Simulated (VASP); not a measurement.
# AlAs (F-43m) in VASP: notebook

Aim: see how the results for AlAs move with the level of theory and the settings. Levels: PBE, LDA. Tasks: band structure.

Program: VASP 6.6.1. These are calculated values, not measurements. Logs are shortened: lines on timing, memory, paths and dates and some standing lists are left out, and cuts for length are marked.

### Step 1. The crystal as given

The structure is cubic, space group F-43m (No. 216). The conventional cell has a = 5.682 Å, b = 5.682 Å, c = 5.682 Å, α = 90.00°, β = 90.00°, γ = 90.00°. Al (site symmetry -43m) has 4 As at 2.46 Å as nearest neighbours. As (site symmetry -43m) is surrounded by 4 Al at 2.46 Å.

### Step 2. Band structure, PBE

INCAR

```
ALGO = Normal
EDIFF = 1E-6
ENCUT = 520
GGA = PE
ISIF = 2
ISMEAR = 0
LASPH = T
LCHARG = F
LREAL = F
LWAVE = F
NBANDS = 11
NELM = 80
PREC = Accurate
SIGMA = 0.03
```

KPOINTS

```
k-points
0
Gamma
  8 8 8
```

POSCAR

```
AlAs                                    
1.0
    0.0000000000      2.8408844734      2.8408844734
    2.8408844734      0.0000000000      2.8408844734
    2.8408844734      2.8408844734      0.0000000000
  Al              As            
     1     1
Direct
     0.0000000000000000    0.0000000000000000    0.0000000000000000
     0.2500000000000000    0.2500000000000000    0.2500000000000000
```

KPOINTS_OPT

```
explicit points
302
Reciprocal
 0.0000000000  0.0000000000  0.0000000000 1
 0.0263157895  0.0000000000  0.0263157895 1
 0.0526315789  0.0000000000  0.0526315789 1
 0.0789473684  0.0000000000  0.0789473684 1
 0.1052631579  0.0000000000  0.1052631579 1
 0.1315789474  0.0000000000  0.1315789474 1
[... 294 lines left out ...]
 0.5111486200  0.0222972300  0.5111486200 1
 0.4888513800 -0.0222972300  0.4888513800 1
```

Potentials or basis: VASP PAW PBE potentials, release 64 (Al, As).

Launch:

```console
> cat potpaw_PBE.64/Al/POTCAR potpaw_PBE.64/As/POTCAR > POTCAR
> mpirun -np 1 vasp_std > vasp.out
```

OUTCAR:

```text
EDIFF = 1E-6
   ENCUT = 520
   GGA = PE
   ISIF = 2
   ISMEAR = 0
   LASPH = T
   LREAL = F
   NELM = 80
   PREC = Accurate

 ion  position               nearest neighbor table
   1  0.000  0.000  0.000-   2 2.46   2 2.46   2 2.46   2 2.46
   2  0.250  0.250  0.250-   1 2.46   1 2.46   1 2.46   1 2.46

  LATTYP: Found a face centered cubic cell.
 ALAT       =     5.6817689468

  Lattice vectors:

 A1 = (   0.0000000000,   2.8408844734,   2.8408844734)
 A2 = (   2.8408844734,   0.0000000000,   2.8408844734)
 A3 = (   2.8408844734,   2.8408844734,   0.0000000000)

Analysis of symmetry for initial positions (statically):
=====================================================================
 Subroutine PRICEL returns:
 Original cell was already a primitive cell.

 Routine SETGRP: Setting up the symmetry group for a
 face centered cubic supercell.

 Subroutine GETGRP returns: Found 24 space group operations
 (whereof 24 operations were pure point group operations)
 out of a pool of 48 trial point group operations.

The static configuration has the point symmetry T_d .

Analysis of symmetry for dynamics (positions and initial velocities):
=====================================================================
 Subroutine PRICEL returns:
 Original cell was already a primitive cell.

 Routine SETGRP: Setting up the symmetry group for a
 face centered cubic supercell.

 Subroutine GETGRP returns: Found 24 space group operations
 (whereof 24 operations were pure point group operations)
 out of a pool of 48 trial point group operations.

The dynamic configuration has the point symmetry T_d .

 Subroutine INISYM returns: Found 24 space group operations
 (whereof 24 operations are pure point group operations),
 and found     1 'primitive' translations

----------------------------------------------------------------------------------------

                                     Primitive cell

  volume of cell :      45.8554

  direct lattice vectors                    reciprocal lattice vectors
     0.000000000  2.840884473  2.840884473    -0.176001525  0.176001525  0.176001525
     2.840884473  0.000000000  2.840884473     0.176001525 -0.176001525  0.176001525
     2.840884473  2.840884473  0.000000000     0.176001525  0.176001525 -0.176001525

  length of vectors
     4.017617351  4.017617351  4.017617351     0.304843584  0.304843584  0.304843584

  position of ions in fractional coordinates (direct lattice)
     0.000000000  0.000000000  0.000000000
     0.250000000  0.250000000  0.250000000
[... 81 lines left out ...]
   IBRION =     -1    ionic relax: 0-MD 1-quasi-New 2-CG
   NFREE  =      0    steps in history (QN), initial steepest desc. (CG)
   ISIF   =      2    stress and relaxation
   ISYM   =      2    0-nonsym 1-usesym 2-fastsym
   POTIM  = 0.5000    time-step for ionic-motion
   TEBEG  =    0.0;   TEEND  =   0.0 temperature during run
   PSTRESS=    0.0 pullay stress
   NELECT =       8.0000    total number of electrons
   NUPDOWN=      -1.0000    fix difference up-down
   EMIN   =  10.00;   EMAX   =-10.00  energy-range for DOS
   EFERMI =   0.00;   METHOD = LEGACY
   ISMEAR =     0;   SIGMA  =   0.03  broadening in eV -4-tet -1-fermi 0-gaus
   EFERMI_NEDOS =   21; number of points for ismear=-14 and -15
   IALGO  =     38    algorithm
   IMIX   =      4    mixing-type and parameters
     AMIX     =   0.40;   BMIX     =  1.00
     AMIX_MAG =   1.60;   BMIX_MAG =  1.00
  volume/ion in A,a.u.               =      22.93       154.72
  Fermi-wavevector in a.u.,A,eV,Ry     =   0.914762  1.728649 11.385202  0.836789
  Thomas-Fermi vector in A             =   2.039426
   LORBIT       =      0    0 simple, 1 ext, 2 COOP (PROOUT), +10 PAW based schemes
   GGA     = PE    functional components
   LHFCALC =     F    Hartree Fock is set to
   AEXX    =    0.0000 exact exchange contribution
   IVDW    =     0    specifies the selected vdW correction
   LEPSILON=     F    determine dielectric tensor
   LRPA    =     F    only Hartree local field effects (RPA)
 non-spin polarized calculation
 Gauss-broadening in eV      SIGMA  =   0.03
  energy-cutoff  :      520.00
  volume of cell :       45.86
 maximum number of plane-waves:      1254
 NGX is ok and might be reduce to    30
   NGX = 15   NGY = 15   NGZ = 15

 number of electron       7.9999999 magnetization

 Free energy of the ion-electron system (eV)
  ---------------------------------------------------
  ext. energy  EPLUGINS =         0.00000000
  ---------------------------------------------------
  free energy    TOTEN  =        -9.38078992 eV

  energy without entropy =       -9.38078992  energy(sigma->0) =       -9.38078992

 E-fermi :   4.0049     XC(G=0):  -8.9985

 val. band max:        3.7956173263   @ k =   0.0000   0.0000   0.0000
 cond. band min:       5.2494610550   @ k =   0.5000   0.5000   0.0000
 fundamental gap:      1.4538437288
 Fermi energy:         4.0048556018

 k-point     1 :       0.0000    0.0000    0.0000
  band No.  band energies     occupation
      1      -8.0074      2.00000
      2       3.7956      2.00000
      3       3.7956      2.00000
      4       3.7956      2.00000
      5       5.7686      0.00000
      6       8.0638      0.00000
      7       8.0638      0.00000
      8       8.0638      0.00000
      9      12.6067      0.00000
     10      12.7853      0.00000
     11      12.7853      0.00000
[... 309 lines left out ...]
 k-point    24 :      -0.3750    0.2500    0.1250
  band No.  band energies     occupation
      1      -6.3540      2.00000
      2      -1.4254      2.00000
      3       1.1331      2.00000
      4       2.2720      2.00000
      5       7.4387      0.00000
      6       8.0293      0.00000
      7      10.4319      0.00000
      8      11.3957      0.00000
      9      12.1110      0.00000
     10      14.7620      0.00000
     11      16.0274      0.00000

 [... further k-points ...]
[... 5 lines left out ...]
  --------------------------------------------------------------------------------------
  -------------------------------------------------------------------------------------
  Total        0.5484492      0.5484492      0.5484492      0.0000000      0.0000000      0.0000000
  in kB       19.1626813     19.1626813     19.1626813      0.0000000      0.0000000      0.0000000
  external PRESSURE =      19.1626813 kB  Pullay stress =       0.0000000 kB

 VOLUME and BASIS-vectors are now :
 -----------------------------------------------------------------------------
  energy-cutoff  :      520.00
  volume of cell :       45.86
      direct lattice vectors                 reciprocal lattice vectors
     0.000000000  2.840884473  2.840884473    -0.176001525  0.176001525  0.176001525
     2.840884473  0.000000000  2.840884473     0.176001525 -0.176001525  0.176001525
     2.840884473  2.840884473  0.000000000     0.176001525  0.176001525 -0.176001525

 POSITION                                       TOTAL-FORCE (eV/Angst)
 -----------------------------------------------------------------------------------
      0.00000      0.00000      0.00000        -0.000000     -0.000000     -0.000000
      1.42044      1.42044      1.42044         0.000000      0.000000      0.000000
 -----------------------------------------------------------------------------------
    total drift:                               -0.000000     -0.000000     -0.000000

  FREE ENERGIE OF THE ION-ELECTRON SYSTEM (eV)
  ---------------------------------------------------
  free  energy   TOTEN  =        -9.3807899198 eV

  energy  without entropy=       -9.3807899198  energy(sigma->0) =       -9.38078992
```

stdout:

```text
POSCAR found type information on POSCAR AlAs
 POSCAR found :  2 types and       2 ions
 scaLAPACK will be used
 LDA part: xc-table for (Slater+PW92), standard interpolation
 POSCAR, INCAR and KPOINTS ok, starting setup
 FFT: planning ... GRIDC
 FFT: planning ... GRID_SOFT
 FFT: planning ... GRID
 WAVECAR not read
 entering main loop
 Start KPOINTS_OPT (optional k-point list driver)
k-point batch [1-29\302]
k-point batch [30-58\302]
k-point batch [59-87\302]
k-point batch [88-116\302]
k-point batch [117-145\302]
k-point batch [146-174\302]
k-point batch [175-203\302]
k-point batch [204-232\302]
k-point batch [233-261\302]
k-point batch [262-290\302]
k-point batch [291-302\302]
```

Run time: 53 s. Hardware: 1 thread of Intel Xeon 6975P-C (Granite Rapids), shared host; peak memory 0.18 GiB.

What came out:

```yaml
Free_energy: -9.3808 eV
Pressure: 1.9 GPa
Band_gap_on_the_k_mesh: 1.45 eV, indirect (least direct gap 1.97 eV)
Band_gap_along_the_path: 1.45 eV, indirect (least direct gap 1.97 eV)
```

Levels at the corners of the path, in eV from the valence-band top:
| point | band 1 | band 2 | band 3 | band 4 | band 5 | band 6 | band 7 | band 8 | band 9 |
| --- | --- | --- | --- | --- | --- | --- | --- | --- | --- |
| Γ | -11.80 | 0.00 | 0.00 | 0.00 | 1.97 | 4.27 | 4.27 | 4.27 | 8.81 |
| X | -9.87 | -5.39 | -2.15 | -2.15 | 1.45 | 2.29 | 10.25 | 10.25 | 11.65 |
| X | -9.87 | -5.39 | -2.15 | -2.15 | 1.45 | 2.29 | 10.25 | 10.25 | 11.65 |
| W | -9.84 | -5.06 | -3.14 | -2.79 | 4.32 | 5.59 | 5.67 | 6.04 | 10.53 |
| W | -9.84 | -5.06 | -3.14 | -2.79 | 4.32 | 5.59 | 5.67 | 6.04 | 10.53 |
| K | -9.90 | -5.14 | -3.37 | -1.78 | 2.24 | 4.95 | 8.12 | 8.26 | 8.66 |
| K | -9.90 | -5.14 | -3.37 | -1.78 | 2.24 | 4.95 | 8.12 | 8.26 | 8.66 |
| Γ | -11.80 | 0.00 | 0.00 | 0.00 | 1.97 | 4.27 | 4.27 | 4.27 | 8.81 |
| Γ | -11.80 | 0.00 | 0.00 | 0.00 | 1.97 | 4.27 | 4.27 | 4.27 | 8.81 |
| L | -10.41 | -5.52 | -0.82 | -0.82 | 2.10 | 4.67 | 4.67 | 7.73 | 11.10 |
| L | -10.41 | -5.52 | -0.82 | -0.82 | 2.10 | 4.67 | 4.67 | 7.73 | 11.10 |
| U | -9.90 | -5.14 | -3.37 | -1.78 | 2.24 | 4.95 | 8.12 | 8.26 | 8.66 |
| U | -9.90 | -5.14 | -3.37 | -1.78 | 2.24 | 4.95 | 8.12 | 8.26 | 8.66 |
| W | -9.84 | -5.06 | -3.14 | -2.79 | 4.32 | 5.59 | 5.67 | 6.04 | 10.53 |
| W | -9.84 | -5.06 | -3.14 | -2.79 | 4.32 | 5.59 | 5.67 | 6.04 | 10.53 |
| L | -10.41 | -5.52 | -0.82 | -0.82 | 2.10 | 4.67 | 4.67 | 7.73 | 11.10 |
| L | -10.41 | -5.52 | -0.82 | -0.82 | 2.10 | 4.67 | 4.67 | 7.73 | 11.10 |
| K | -9.90 | -5.14 | -3.37 | -1.78 | 2.24 | 4.95 | 8.12 | 8.26 | 8.66 |
| U | -9.90 | -5.14 | -3.37 | -1.78 | 2.24 | 4.95 | 8.12 | 8.26 | 8.66 |
| X | -9.87 | -5.39 | -2.15 | -2.15 | 1.45 | 2.29 | 10.25 | 10.25 | 11.65 |

PBE gaps usually lie below the measured ones, often by a third to a half.

### Step 3. Band structure, LDA

Edit INCAR of step 2 so:

```diff
@@ -3,3 +3,3 @@
 ENCUT = 520
-GGA = PE
+GGA = CA
 ISIF = 2
```

KPOINTS is that of step 2.

POSCAR is that of step 2.

KPOINTS_OPT is that of step 2.

Potentials or basis: VASP PAW LDA potentials, release 64 (Al, As).

Launch:

```console
> cat potpaw_LDA.64/Al/POTCAR potpaw_LDA.64/As/POTCAR > POTCAR
> mpirun -np 1 vasp_std > vasp.out
```

Run time: 43 s. Hardware: 1 thread of Intel Xeon 6975P-C (Granite Rapids), shared host; peak memory 0.17 GiB.

It converged, with:

- Free energy: -10.5085 eV
- Pressure: -1.7 GPa
- Band gap on the k mesh: 1.36 eV, indirect (least direct gap 1.80 eV)
- Band gap along the path: 1.36 eV, indirect (least direct gap 1.80 eV)

Levels at the corners of the path, in eV from the valence-band top:
| point | band 1 | band 2 | band 3 | band 4 | band 5 | band 6 | band 7 | band 8 |
| --- | --- | --- | --- | --- | --- | --- | --- | --- |
| Γ | -11.83 | 0.00 | 0.00 | 0.00 | 1.80 | 4.23 | 4.23 | 4.23 |
| X | -9.91 | -5.41 | -2.15 | -2.15 | 1.36 | 2.20 | 10.12 | 10.12 |
| X | -9.91 | -5.41 | -2.15 | -2.15 | 1.36 | 2.20 | 10.12 | 10.12 |
| W | -9.88 | -5.07 | -3.16 | -2.81 | 4.24 | 5.51 | 5.58 | 5.95 |
| W | -9.88 | -5.07 | -3.16 | -2.81 | 4.24 | 5.51 | 5.58 | 5.95 |
| K | -9.94 | -5.16 | -3.39 | -1.78 | 2.15 | 4.87 | 8.05 | 8.13 |
| K | -9.94 | -5.16 | -3.39 | -1.78 | 2.15 | 4.87 | 8.05 | 8.13 |
| Γ | -11.83 | 0.00 | 0.00 | 0.00 | 1.80 | 4.23 | 4.23 | 4.23 |
| Γ | -11.83 | 0.00 | 0.00 | 0.00 | 1.80 | 4.23 | 4.23 | 4.23 |
| L | -10.44 | -5.55 | -0.82 | -0.82 | 1.98 | 4.63 | 4.63 | 7.56 |
| L | -10.44 | -5.55 | -0.82 | -0.82 | 1.98 | 4.63 | 4.63 | 7.56 |
| U | -9.94 | -5.16 | -3.39 | -1.78 | 2.15 | 4.87 | 8.05 | 8.13 |
| U | -9.94 | -5.16 | -3.39 | -1.78 | 2.15 | 4.87 | 8.05 | 8.13 |
| W | -9.88 | -5.07 | -3.16 | -2.81 | 4.24 | 5.51 | 5.58 | 5.95 |
| W | -9.88 | -5.07 | -3.16 | -2.81 | 4.24 | 5.51 | 5.58 | 5.95 |
| L | -10.44 | -5.55 | -0.82 | -0.82 | 1.98 | 4.63 | 4.63 | 7.56 |
| L | -10.44 | -5.55 | -0.82 | -0.82 | 1.98 | 4.63 | 4.63 | 7.56 |
| K | -9.94 | -5.16 | -3.39 | -1.78 | 2.15 | 4.87 | 8.05 | 8.13 |
| U | -9.94 | -5.16 | -3.39 | -1.78 | 2.15 | 4.87 | 8.05 | 8.13 |
| X | -9.91 | -5.41 | -2.15 | -2.15 | 1.36 | 2.20 | 10.12 | 10.12 |

Expect the measured gap to be larger: semilocal functionals such as LDA lack the derivative discontinuity.
